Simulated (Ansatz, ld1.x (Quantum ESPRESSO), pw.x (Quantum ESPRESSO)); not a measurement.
# Be: one change to the RRKJ potential, in the atom and in the diamond crystal

* Element: beryllium (Be)
* Generator: ld1.x (Quantum ESPRESSO) 7.5
* Type: norm-conserving RRKJ (Kleinman–Bylander form)
* Functional: PBE
* Relativity: scalar-relativistic
* Frozen core: [He]
* Valence charge: 2
* Reference configuration: 2s1 2p1
* Partial waves: 2s (bound): rc 2.25 bohr; 2p (bound): rc 4.20 bohr; 3d channel at -0.2 Ry: rc 3.50 bohr
* Local potential: all-electron potential smoothed inside 3.60 bohr (lloc = -1)
* Core correction: none
* rho0: 0.005

Change: type TM; local potential the s channel; rho0 0.

Cutoffs, loose and tight: the cutoffs (Ry, on a coarse ladder) from which the occupation-weighted sum of valence levels, in a spherical-Bessel basis at the reference potential, stays within 10 and 1 mRy of its value at 400 Ry. They do not see the model core or the augmentation charge, which bear on the density cutoff. Test errors are all-electron minus pseudo excitation energies from the reference, over the configurations 2s2 2p0; 2s1 2p0; 2s1.5 2p0; 2s0 2p2; 2s0 2p1; variants that change the core or the reference have their own tests.

Crystal test: diamond Be in pw.x 7.5, no spin, 9³ k-points, Fermi–Dirac smearing 0.01 Ry, cutoffs set for each file from its atomic test. The reference is all-electron LAPW (Ansatz 0.2.0) with the same functional, mesh and smearing; V0 and B0 come from Birch–Murnaghan fits to the pressures at five volumes. Errors are pseudo minus all-electron; Δ is the rms difference of the E(V) curves that follow from these fits, minima aligned, over ±6 % about the mean V0. Mesh and smearing are coarse, so the numbers serve the comparison and aren't converged zero-temperature values; the lattice is a test structure that the element need not adopt.

All-electron: a0 = 4.900 Å (V0 = 14.71 Å³/atom), B0 = 43.6 GPa.

Q: Does the change bring the crystal closer to the all-electron result?

A: The mean pressure error goes from -3.60 to -4.04 GPa, so the change moves the solid further from the all-electron pressures. Neither pressure curve crosses zero within the volumes sampled, so no fits are given.

| quantity | base | changed |
| --- | --- | --- |
| outcome (atom) | generated | generated |
| cutoff, loose (atom) | 8 Ry | 8 Ry |
| cutoff, tight (atom) | 15 Ry | 12 Ry |
| bound ghosts (atom) | none | none |
| largest test error (meV) (atom) | +96 | +87 |
| cutoffs in pw.x (Ry) | 35/140 | 35/140 |
| mean pressure error (GPa) | -3.60 | -4.04 |

Base: The largest radius (4.20 bohr) exceeds half the bond length (2.01 bohr), so the spheres overlap, which is one possible source of error among others. This is a poor potential for the solid. Changed file: The largest radius (4.20 bohr) exceeds half the bond length (2.01 bohr), so the spheres overlap, which is one possible source of error among others. This is a poor potential for the solid. The atomic cutoffs weigh occupied waves only.
